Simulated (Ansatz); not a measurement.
The system is VO2.

```
CELL_PARAMETERS angstrom
4.50720 0.00000 0.00000
0.00000 4.50720 0.00000
0.00000 0.00000 3.04445
ATOMIC_POSITIONS crystal
V 0.50000 0.50000 0.50000
V 0.00000 0.00000 0.00000
O 0.20036 0.79964 0.50000
O 0.79964 0.20036 0.50000
O 0.70036 0.70036 0.00000
O 0.29964 0.29964 0.00000
```

The cell is a database's computed one.

Program: Ansatz 0.2.0. Alike in all runs: spin collinear, ferromagnetic start; cell as given; k mesh 6 × 6 × 9; smearing fermi-dirac 0.05 eV. Hardware: 2 threads of Arm Neoverse V1, with other jobs on the host.

Question: Order these runs on this cell by their wall time, lowest first.
A. task band structure; level PBE+U; potentials or basis Ansatz PAW; U V d U = 1 eV; cutoff (eV) 420; points for each segment of the path 14; hubbard projectors ortho-atomic (the default); double counting fll (the default)
B. task band structure; level PBE; potentials or basis Ansatz PAW earlier set; cutoff (eV) 930; points for each segment of the path 14
C. task single point; level PBE; potentials or basis Ansatz PAW; cutoff (eV) 600

Answer: C (18 s), B (50 s), A (120 s).

Caveats: the magnetic or orbital state may not be the lowest (some runs).
